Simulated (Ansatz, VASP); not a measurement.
**KF (Carobbiite) in VASP and in Ansatz**

File POSCAR:

```
KF
1.0
    0.0000000000      2.6589566777      2.6589566777
    2.6589566777      0.0000000000      2.6589566777
    2.6589566777      2.6589566777      0.0000000000
K F
1 1
Direct
    0.0000000000      0.0000000000      0.0000000000
    0.5000000000      0.5000000000      0.5000000000
```

The input INCAR.step1:

```
SYSTEM = KF
ALGO = Normal ; EDIFF = 1E-4
ENCUT = 520 ; GGA = PE
ISMEAR = 0 ; LASPH = .TRUE.
LCHARG = .FALSE. ; LREAL = .FALSE.
LWAVE = .TRUE. ; NBANDS = 15
NELM = 80 ; PREC = Accurate
SIGMA = 0.01
```

The input INCAR.step2:

```
SYSTEM = KF
ALGO = Normal ; EDIFF = 1E-6
ENCUT = 520 ; ISIF = 2
ISMEAR = 0 ; ISTART = 1
LASPH = .TRUE. ; LCHARG = .FALSE.
LMIXTAU = .TRUE. ; LREAL = .FALSE.
LWAVE = .FALSE. ; METAGGA = R2SCAN
NBANDS = 15 ; NELM = 80
PREC = Accurate ; SIGMA = 0.01
```

The input KPOINTS:

```
k-points
0
G
  8 8 8
  0 0 0
```

Input for Ansatz:

```yaml
crystal:
  lattice:
    - [0.0, 2.6589566777, 2.6589566777]
    - [2.6589566777, 0.0, 2.6589566777]
    - [2.6589566777, 2.6589566777, 0.0]
  atoms:
    - { symbol: K, position: [0.0, 0.0, 0.0] }
    - { symbol: F, position: [0.5, 0.5, 0.5] }
kpoints:
  mp_grid: { grid: [8, 8, 8] }
  band_path:
    path:
      - [0.0, 0.0, 0.0]
      - [0.5, 0.0, 0.5]
      - [0.625, 0.25, 0.625]
      - [0.375, 0.375, 0.75]
      - [0.5, 0.5, 0.5]
      - [0.5, 0.25, 0.75]
    npoints: 1
hamiltonian:
  xc: r2scan
scf:
  occupations: { method: fixed }
  n_extra_bands: 4
output:
  forces: true
  stress: true
  eigenvalues: true
```

Alike in both runs: task single point; functional r2SCAN; k mesh 8 × 8 × 8; no spin polarisation.

```csv
,VASP,Ansatz
version,VASP 6.6.1,Ansatz 0.2.0
potentials or method,"VASP PAW PBE potentials, release 64 (K_sv, F)","plane waves, PAW"
plane-wave cutoff (eV),520,500
occupations,"gaussian, width 0.01 eV",fixed
valence electrons in the cell,16,16
```

```tsv
	VASP	Ansatz	Ansatz less VASP
gap on the k mesh at the Fermi level (eV)	6.91	6.91	0.000
pressure (GPa)	0.0	0.0	+0.04
```

Caveats: the PAW data sets were made with another functional, which shifts forces and pressure a little (VASP). A k mesh can miss the band edges. r2SCAN opens gaps a little over a GGA but as a rule still falls short of measured ones.
